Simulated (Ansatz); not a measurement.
# Pt (Fm-3m) in Ansatz: a series of runs

One crystal, Pt, is run at these levels: PBE; tasks: band structure, phonons.

Program: Ansatz 0.2.0. These are calculated values, not measurements. Logs are shortened: lines on timing, memory, paths and dates and some standing lists are left out, and cuts for length are marked.

### 1 Starting point

The structure is cubic, space group Fm-3m (No. 225). The conventional cell has a = 3.922 Å, b = 3.922 Å, c = 3.922 Å, α = 90.00°, β = 90.00°, γ = 90.00°. Around Pt (site symmetry m-3m) lie 12 Pt at 2.77 Å.

### 2 Band structure, PBE

input.yaml

```yaml
crystal:
  lattice:
    - [0.0, 1.9609, 1.9609]
    - [1.9609, 0.0, 1.9609]
    - [1.9609, 1.9609, 0.0]
  atoms:
    - { symbol: Pt, position: [0.0, 0.0, 0.0] }
hamiltonian:
  xc: pbe
  pseudopotentials: { kind: paw }
kpoints:
  mp_grid: { grid: [12, 12, 12] }
  band_path:
    path:
      - [[0.0, 0.0, 0.0], [0.5, 0.0, 0.5], [0.5, 0.25, 0.75], [0.375, 0.375, 0.75], [0.0, 0.0, 0.0], [0.5, 0.5, 0.5], [0.625, 0.25, 0.625], [0.5, 0.25, 0.75], [0.5, 0.5, 0.5], [0.375, 0.375, 0.75]]
      - [[0.625, 0.25, 0.625], [0.5, 0.0, 0.5]]
    npoints: 14
scf:
  occupations: { method: fermi_dirac, width: 0.05 }
  n_extra_bands: 6
output:
  forces: true
  stress: true
  eigenvalues: true
  fatbands: true
```

Potentials or basis: Ansatz PAW.

Launch:

```bash
> ansatz run input.yaml --threads 2 --pin off --max-ram 5120MiB --backend cpu --events-out ev --progress --plain --runs-dir out
```

What it wrote:

```text
Warning: RAYON_NUM_THREADS=2 ignored (pool sized by the plan → 2); use --threads N
scf.n_extra_bands = 6 over 9 filled bands (N_el = 18.0): the run solves 15 bands
Engine: ansatz 0.2.0, aarch64-unknown-linux-gnu
Pseudopotentials: kind: paw
Pseudopotential: Pt, paw, valence charge 18, recommended cutoff 420 eV (normal), Pt.paw.azcp
Functional definition: PBE
  parameter kappa = 0.804
  parameter beta = 0.06672455060314922
  exchange = pbe_x(kappa = kappa, mu = beta*pi^2/3)
  correlation = pbe_c(beta = beta)
Crystal: 1 atoms, lattice volume = 15.080 Å³
Basis set: ecut = 420 eV, 283 PW (Γ), exchange–correlation on 40×40×40 points (8 copies of the dense FFT grid, shifted against one another)
Bands: 15, of which v1, the nominal top of the filled ones, is band 9 counted from 1 (8 counted from 0)
Symmetry: 48 space group operations
Space group: Fm-3m (ITA 225), of the structure as read, at distance tolerance 2.5e-5 Å
k-points: 72 of 1728
Non-local potential: Pt, projectors of the file, l = 0: 3, l = 1: 2, l = 2: 2, l = 3: 1
PAW form: soft (Blöchl's): semilocal exchange-correlation on the pseudo side does not see the compensation charge
PAW one-centre angular grid: Pt, 590 points (default); XC on 64 Gauss nodes
Initial density: superposition of atomic densities (neutral atoms: chi_scale 0, normalization atom), corrected by the library's trained network
Initial wavefunctions: pseudopotential atomic-orbital guess
Functional: x = pbe(κ = 0.804, μ = 0.2195149727645171), c = pbe(β = 0.06672455060314922)
SCF iter   1: F=—  HF=-12523.007413 eV  |F-HF|=—  |Δ(HF+E_count)|=         —  Δρ=3.12e-3  dr2=3.07e-4  ethr=1.77e-3  ⟨swp⟩=5.1  Hψ=5703  notcnv=0  defer=5
preconditioner: auto → none  [metal: Δε(μ)=0.007 eV  Ē_g=18.203 eV  σ=0.050 eV  W_gap=0.03  n_scr=8 (ndim 8)  ℏωp=30.2 eV  f_vac=0.000  D(μ)=2.00/eV (n_scr^D=26)  sad-step TF]
SCF iter   2: F=—  HF=-12523.007605 eV  |F-HF|=—  |Δ(HF+E_count)|=   1.93e-4  Δρ=1.68e-3  dr2=6.14e-5  ethr=1.71e-6  ⟨swp⟩=2.4  Hψ=2038  notcnv=0  defer=25
SCF iter   3: F=—  HF=-12523.007790 eV  |F-HF|=—  |Δ(HF+E_count)|=   1.84e-4  Δρ=5.46e-4  dr2=2.80e-5  ethr=3.41e-7  ⟨swp⟩=2.0  Hψ=1368  notcnv=0  defer=25
SCF iter   4: F=—  HF=-12523.007793 eV  |F-HF|=—  |Δ(HF+E_count)|=   2.77e-6  Δρ=1.42e-4  dr2=2.77e-6  ethr=1.56e-7  ⟨swp⟩=2.5  Hψ=1425  notcnv=0  defer=25
SCF iter   5: F=—  HF=-12523.007792 eV  |F-HF|=—  |Δ(HF+E_count)|=   6.67e-7  Δρ=3.96e-5  dr2=1.72e-7  ethr=1.54e-8  ⟨swp⟩=2.3  Hψ=1304  notcnv=0  defer=25
SCF iter   6: F=-12523.007792 eV  HF=-12523.007792 eV  |F-HF|=1.84e-9  |Δ(HF+E_count)|=   2.39e-8  Δρ=4.57e-6  dr2=3.08e-9  ethr=5.56e-10  ⟨swp⟩=7.0  Hψ=3957  notcnv=0
SCF 1 converged in 6 iterations: F = -12523.007792 eV  dr2 = 3.08e-9
NSCF: frozen V_eff on 142 k-points
SCF converged after 6 iterations
Free energy (F): -12523.007792 eV
Harris-Foulkes:  -12523.007792 eV  (|F-HF|=1.84e-9)
Internal energy: -12522.992331 eV  (E = F + TS)
E sigma→0 (E₀):  -12523.000061 eV
Entropy (-TS):   -0.015461 eV (-15.461 meV/atom)
Fermi energy:    23.432046 eV
--- Per-component energies (eV) ---
  E_band       = -128.105807
  E_kinetic    = 638.484322
  E_local      = -1461.388948  (includes V_loc(G=0)·N_el)
  E_nonlocal   = 199.843720
  E_hartree    = 543.407970
  E_xc         = -262.166382
  E_vxc        = -303.370838  (∫ρ·V_xc dr)
  E_paw        = -9454.031874  (= ΣΔE_a)
  E_vpaw       = -288.487858  (= ΣTr[D̂ρ^β])
  E_aug_tail   = 0.000205  (compensation charges beyond the density's cutoff)
  E_ewald      = -2727.141345
  E_smearing   = -0.015461  (= −TS)
  E_closure    = -0.000000  (closes the sum)
  Σ components = -12523.007792   (vs F -12523.007792, Δ=0.00e0)
--- Forces (eV/Å), atoms counted from 1 ---
  atom   1  Pt    -0.00000000     0.00000000    -0.00000000
  max |Σ_I F_I| component: 1.11e-31 eV/Å
--- Stress (GPa, compression-positive) ---
       10.262423       0.000000       0.000000
       -0.000000      10.262423      -0.000000
        0.000000      -0.000000      10.262423
  P = ⅓ Tr σ = 10.2624 GPa (102.624 kbar)
--- Band table (eV; the first three rows and the last of 72) ---
  k-point 0: bands = ["-75.0841", "-29.0808", "-29.0808", "-29.0808", "13.1742", "19.6127", "19.6127", "19.6127", "21.7754", "21.7754", "38.0237", "42.9652", "42.9652", "42.9652", "48.2356"]
  k-point 1: bands = ["-75.0818", "-29.1134", "-29.0855", "-29.0855", "13.4530", "19.4920", "19.7210", "19.7210", "21.7173", "21.7173", "38.4462", "41.6436", "43.3869", "43.3869", "49.6028"]
  k-point 2: bands = ["-75.0757", "-29.2018", "-29.0982", "-29.0982", "14.2253", "19.2512", "19.9413", "19.9413", "21.6710", "21.6710", "39.2869", "39.4390", "44.5601", "44.5601", "48.2548"]
  k-point 71: bands = ["-75.0396", "-29.3963", "-29.3963", "-29.2634", "17.7302", "18.8451", "18.8451", "21.4014", "23.9171", "30.5427", "31.6943", "31.6943", "35.4546", "47.8138", "47.8138"]
```

It took 0.98 s on 2 threads of Arm Neoverse V2, shared host; peak memory 0.26 GiB.

What came out:

- Free energy: -12523.0078 eV
- Pressure: 10.3 GPa
- Band gap on the k mesh: none (metal or under the smearing width)

Levels at the corners of the path, in eV from the Fermi level:
| point | band 6 | band 7 | band 8 | band 9 | band 10 | band 11 | band 12 | band 13 |
| --- | --- | --- | --- | --- | --- | --- | --- | --- |
| Γ | -3.82 | -3.82 | -3.82 | -1.66 | -1.66 | 14.59 | 19.53 | 19.53 |
| X | -6.66 | -0.01 | 0.48 | 0.48 | 1.74 | 8.87 | 11.37 | 11.37 |
| W | -4.59 | -4.59 | -2.03 | 0.49 | 7.11 | 8.26 | 8.26 | 12.02 |
| K | -5.51 | -2.89 | -1.34 | -0.19 | 5.73 | 6.71 | 10.09 | 14.65 |
| Γ | -3.82 | -3.82 | -3.82 | -1.66 | -1.66 | 14.59 | 19.53 | 19.53 |
| L | -3.89 | -3.89 | -0.51 | 0.03 | 0.03 | 5.83 | 14.16 | 18.93 |
| U | -5.51 | -2.89 | -1.34 | -0.19 | 5.73 | 6.71 | 10.09 | 14.65 |
| W | -4.59 | -4.59 | -2.03 | 0.49 | 7.11 | 8.26 | 8.26 | 12.02 |
| L | -3.89 | -3.89 | -0.51 | 0.03 | 0.03 | 5.83 | 14.16 | 18.93 |
| K | -5.51 | -2.89 | -1.34 | -0.19 | 5.73 | 6.71 | 10.09 | 14.65 |
| U | -5.51 | -2.89 | -1.34 | -0.19 | 5.73 | 6.71 | 10.09 | 14.65 |
| X | -6.66 | -0.01 | 0.48 | 0.48 | 1.74 | 8.87 | 11.37 | 11.37 |

Caveat: spin-orbit coupling is left out, which moves the levels of the heavy elements.

### 3 Phonons, PBE

Changes to input.yaml since step 2:

```diff
@@ -11,4 +11,10 @@
 kpoints:
-  mp_grid: { grid: [12, 12, 12] }
-  band_path:
+  mp_grid: { grid: [10, 10, 10] }
+scf:
+  occupations: { method: fermi_dirac, width: 0.05 }
+phonons:
+  method: dfpt
+  qmesh: [2, 2, 2]
+  temperatures: { t_max: 1000, t_step: 100 }
+  qpath:
     path:
@@ -16,10 +22,2 @@
       - [[0.625, 0.25, 0.625], [0.5, 0.0, 0.5]]
-    npoints: 14
-scf:
-  occupations: { method: fermi_dirac, width: 0.05 }
-  n_extra_bands: 6
-output:
-  forces: true
-  stress: true
-  eigenvalues: true
-  fatbands: true
+    npoints: 8
```

Potentials or basis: Ansatz PAW.

Launch:

```bash
> ansatz run input.yaml --threads 2 --pin off --max-ram 5120MiB --backend cpu --events-out ev --progress --plain --runs-dir out
```

What it wrote:

```text
Warning: RAYON_NUM_THREADS=2 ignored (pool sized by the plan → 2); use --threads N
Engine: ansatz 0.2.0, aarch64-unknown-linux-gnu
Pseudopotentials: kind: paw
Pseudopotential: Pt, paw, valence charge 18, recommended cutoff 420 eV (normal), Pt.paw.azcp
Functional definition: PBE
  parameter kappa = 0.804
  parameter beta = 0.06672455060314922
  exchange = pbe_x(kappa = kappa, mu = beta*pi^2/3)
  correlation = pbe_c(beta = beta)
Crystal: 1 atoms, lattice volume = 15.080 Å³
Basis set: ecut = 420 eV, 283 PW (Γ), exchange–correlation on 40×40×40 points (8 copies of the dense FFT grid, shifted against one another)
Bands: 13, of which v1, the nominal top of the filled ones, is band 9 counted from 1 (8 counted from 0)
Symmetry: 48 space group operations
k-points: 47 of 1000
Non-local potential: Pt, projectors of the file, l = 0: 3, l = 1: 2, l = 2: 2, l = 3: 1
PAW form: soft (Blöchl's): semilocal exchange-correlation on the pseudo side does not see the compensation charge
PAW one-centre angular grid: Pt, 590 points (default); XC on 64 Gauss nodes
Initial density: superposition of atomic densities (neutral atoms: chi_scale 0, normalization atom), corrected by the library's trained network
Initial wavefunctions: pseudopotential atomic-orbital guess
Functional: x = pbe(κ = 0.804, μ = 0.2195149727645171), c = pbe(β = 0.06672455060314922)
SCF iter   1: F=—  HF=-12522.987474 eV  |F-HF|=—  |Δ(HF+E_count)|=         —  Δρ=2.63e-3  dr2=1.40e-4  ethr=1.77e-3  ⟨swp⟩=5.1  Hψ=3361  notcnv=0
preconditioner: auto → none  [metal: Δε(μ)=0.037 eV  Ē_g=14.215 eV  σ=0.050 eV  W_gap=0.18  n_scr=8 (ndim 8)  ℏωp=30.2 eV  f_vac=0.000  D(μ)=1.30/eV (n_scr^D=14)  sad-step TF]
SCF iter   2: F=—  HF=-12522.987976 eV  |F-HF|=—  |Δ(HF+E_count)|=   5.02e-4  Δρ=1.50e-3  dr2=5.31e-5  ethr=7.80e-7  ⟨swp⟩=2.4  Hψ=1412  notcnv=0
SCF iter   3: F=—  HF=-12522.988180 eV  |F-HF|=—  |Δ(HF+E_count)|=   2.04e-4  Δρ=4.42e-4  dr2=2.93e-5  ethr=2.95e-7  ⟨swp⟩=2.0  Hψ=854  notcnv=0
SCF iter   4: F=—  HF=-12522.988170 eV  |F-HF|=—  |Δ(HF+E_count)|=   9.88e-6  Δρ=1.16e-4  dr2=1.46e-6  ethr=1.63e-7  ⟨swp⟩=2.6  Hψ=892  notcnv=0
SCF iter   5: F=—  HF=-12522.988159 eV  |F-HF|=—  |Δ(HF+E_count)|=   1.07e-5  Δρ=4.07e-5  dr2=1.18e-7  ethr=8.13e-9  ⟨swp⟩=2.1  Hψ=804  notcnv=0
SCF iter   6: F=—  HF=-12522.988159 eV  |F-HF|=—  |Δ(HF+E_count)|=   2.24e-8  Δρ=3.77e-6  dr2=1.80e-9  ethr=6.56e-10  ⟨swp⟩=2.2  Hψ=827  notcnv=0
SCF iter   7: F=—  HF=-12522.988159 eV  |F-HF|=—  |Δ(HF+E_count)|=  3.95e-10  Δρ=1.41e-6  dr2=2.56e-10  ethr=1.00e-11  ⟨swp⟩=1.6  Hψ=738  notcnv=0
SCF iter   8: F=—  HF=-12522.988159 eV  |F-HF|=—  |Δ(HF+E_count)|=  6.73e-11  Δρ=3.99e-7  dr2=2.05e-11  ethr=1.42e-12  ⟨swp⟩=1.5  Hψ=707  notcnv=0
SCF iter   9: F=-12522.988159 eV  HF=-12522.988159 eV  |F-HF|=1.82e-12  |Δ(HF+E_count)|=  1.27e-11  Δρ=2.63e-8  dr2=8.45e-14  ethr=1.00e-12  ⟨swp⟩=5.0  Hψ=2217  notcnv=0
SCF 1 converged in 9 iterations: F = -12522.988159 eV  dr2 = 8.45e-14
NSCF: frozen V_eff on 47 k-points
NSCF: frozen V_eff on 102 k-points
DFPT response loops at q = (0, 0, 0) (fractional): preconditioner auto → Kerker (q_TF=auto, 2.810 Å⁻¹) (partly filled bands, converged f_vac=0.000); β = 1.00, the filter's whole step (`scf.mixing.beta` (0.50) is not read by the response loops under this deck's `scf.mixing.preconditioner`; to damp them name `kerker` or `kerker_dos`, under which they read `scf.mixing.beta`, and type it under 1.00, their step now; both keys bind the ground state too); Broyden in place of MSR1
NSCF: frozen V_eff on 564 k-points
DFPT response loops at q = (0, 0, -0.5) (fractional): mixed as the last ones told, above
NSCF: frozen V_eff on 342 k-points
DFPT response loops at q = (0, -0.5, -0.5) (fractional): mixed as the last ones told, above
SCF converged after 9 iterations
Free energy (F): -12522.988159 eV
Harris-Foulkes:  -12522.988159 eV  (|F-HF|=1.82e-12)
Internal energy: -12522.976281 eV  (E = F + TS)
E sigma→0 (E₀):  -12522.982220 eV
Entropy (-TS):   -0.011878 eV (-11.878 meV/atom)
Fermi energy:    23.423860 eV
--- Per-component energies (eV) ---
  E_band       = -128.241402
  E_kinetic    = 638.413970
  E_local      = -1461.127445  (includes V_loc(G=0)·N_el)
  E_nonlocal   = 199.803734
  E_hartree    = 543.238811
  E_xc         = -262.155952
  E_vxc        = -303.357782  (∫ρ·V_xc dr)
  E_paw        = -9454.008259  (= ΣΔE_a)
  E_vpaw       = -288.451717  (= ΣTr[D̂ρ^β])
  E_aug_tail   = 0.000205  (compensation charges beyond the density's cutoff)
  E_ewald      = -2727.141345
  E_smearing   = -0.011878  (= −TS)
  E_closure    = 0.000000  (closes the sum)
  Σ components = -12522.988159   (vs F -12522.988159, Δ=0.00e0)
--- Band table (eV; the first three rows and the last of 47) ---
  k-point 0: bands = ["-75.0968", "-29.0924", "-29.0924", "-29.0924", "13.1735", "19.6068", "19.6068", "19.6068", "21.7667", "21.7667", "38.0251", "42.9637", "42.9637"]
  k-point 1: bands = ["-75.0936", "-29.1388", "-29.0991", "-29.0991", "13.5719", "19.4398", "19.7576", "19.7576", "21.6898", "21.6898", "38.6189", "41.2048", "43.5660"]
  k-point 2: bands = ["-75.0853", "-29.2590", "-29.1164", "-29.1164", "14.6230", "19.1895", "19.9887", "19.9887", "21.7219", "21.7219", "38.3026", "39.7257", "45.1685"]
  k-point 46: bands = ["-75.0524", "-29.4494", "-29.3659", "-29.2746", "17.5290", "18.1069", "19.7191", "21.6516", "23.9089", "30.3751", "30.6379", "32.8317", "35.4365"]
--- Phonons (Γ-DFPT): 1 representative perturbation + reference (Σ response iterations 3) ---
  ASR residual: 3.305e-5 → 0.000e0 eV/Å²; symmetrization residual: 4.244e-12 eV/Å²
  ASR residual per site (eV/Å²): 3.30e-5
  Γ frequencies (cm⁻¹): 0.00 0.00 0.00
--- Phonons (arbitrary-q DFPT): 3 irreducible q on the 2×2×2 mesh ---
  q = [0.0000, 0.0000, 0.0000] (star 1, of the zone-centre solve; hermiticity 3.82e-9, symmetrization 1.28e-7): -0.00 -0.00 0.00
  q = [0.0000, 0.0000, -0.5000] (star 4, 1 solved perturbation on 282 of 1000 k-point pairs; hermiticity 5.13e-8, symmetrization 2.56e-8): 96.91 96.91 205.44
  q = [0.0000, -0.5000, -0.5000] (star 3, 2 solved perturbations in 273 linear systems a pass and spin channel, the states on 171 of 1000 k-point pairs; hermiticity 1.88e-9, symmetrization 2.34e-9): 133.17 133.17 197.56
  sum rule: each row above includes the acoustic sum rule's correction from the zone centre's row sums; it moved no ω² by more than (0.21 cm⁻¹)²
  mesh force constants: q→R imaginary residual 0.00e0; ASR residual 3.305e-5 → 0.000e0 eV/Å²; symmetrization residual 1.421e-14 eV/Å²
  interpolated dispersion: 82 rows × 3 modes
  density of states and harmonic sums: on the 28×28×28 q-mesh, interpolated from the force constants of a 2×2×2 supercell (no non-analytic term)
  largest difference from the sums on the solved wave vectors: F 6.86e-2 eV, S 1.01e-4 and C_V 3.23e-5 eV/K
  zero-point energy: 0.024925 eV/cell   skipped modes (ω ≤ 0): 3   left out of the sums: 4.56e-5 of the cell's modes: C_V's classical limit lies that fraction below 3 k_B per atom; for a crystal, a wire or a layer, F and S can be off by more, and a phonons.interpolated_qmesh denser along its periods is the remedy for the sampling
```

phdos.tsv:

```text
# omega_inv_cm	omega_thz	g_bin_mean(omega)[modes/inv_cm]
# format = ansatz-phdos/2
# interpolated_qmesh = 28 28 28
# force_constants_supercell = 2 2 2
# lo_to_splitting: not included (the non-analytic LO-TO correction is not applied to the interpolated dynamical matrix; polar crystals: no LO-TO splitting at GAMMA, and LO and other optical branches, acoustic branches and sound speeds, and with them the density of states and the thermodynamics, can be off between the wave vectors that the force constants were sampled on, most near GAMMA; a larger extent of the force constants narrows that region and is not shown to mend the acoustic slopes)
# g_bin_mean(omega): the modes in a bin one row spacing wide, centred on omega, divided by that spacing. A flat band (one whose frequency is the same at every q-point) is counted whole in the row whose bin holds it (on the edge of two bins, in the lower row). The modes of the run's own cell are the sum of g_bin_mean times the row spacing in inv_cm (a plain sum, not the trapezoid rule); for a one-atom cell on a GAMMA-only q-mesh every row is zero, so that sum is 0, not 3
0.000000	0.000000	4.447387e-9
0.410890	0.012318	1.156321e-7
0.821780	0.024636	4.358439e-7
1.232670	0.036955	9.695304e-7
1.643560	0.049273	1.716691e-6
2.054450	0.061591	2.677327e-6
[... 493 lines left out ...]
205.034071	6.146767	1.028239e-3
205.444961	6.159085	4.030085e-5
```

It took 5.8 s on 2 threads of Arm Neoverse V2, shared host; peak memory 0.42 GiB.

What came out:

* Free energy: -12522.9882 eV
* Band gap on the k mesh: none (metal or under the smearing width)
* Highest phonon frequency: 205 cm⁻¹

Levels at points of the mesh, in eV from the Fermi level:
```csv
k point,band 6,band 7,band 8,band 9,band 10,band 11,band 12,band 13
"(0.00, 0.00, 0.00)",-3.82,-3.82,-3.82,-1.66,-1.66,14.60,19.54,19.54
"(0.00, 0.00, -0.50)",-3.88,-3.88,-0.51,0.03,0.03,5.84,14.17,18.94
"(0.00, -0.50, -0.50)",-6.65,-0.01,0.48,0.48,1.75,8.87,11.38,11.38
```

Phonon frequencies in cm⁻¹ (negative: imaginary):
| q point | frequencies |
| --- | --- |
| (0.000, 0.000, 0.000) | 0 0 0 |
| (0.000, 0.000, -0.500) | 97 97 205 |
| (0.000, -0.500, -0.500) | 133 133 198 |

Caveat: the q mesh is small, so phonon branches between its points and thermal values are rough.
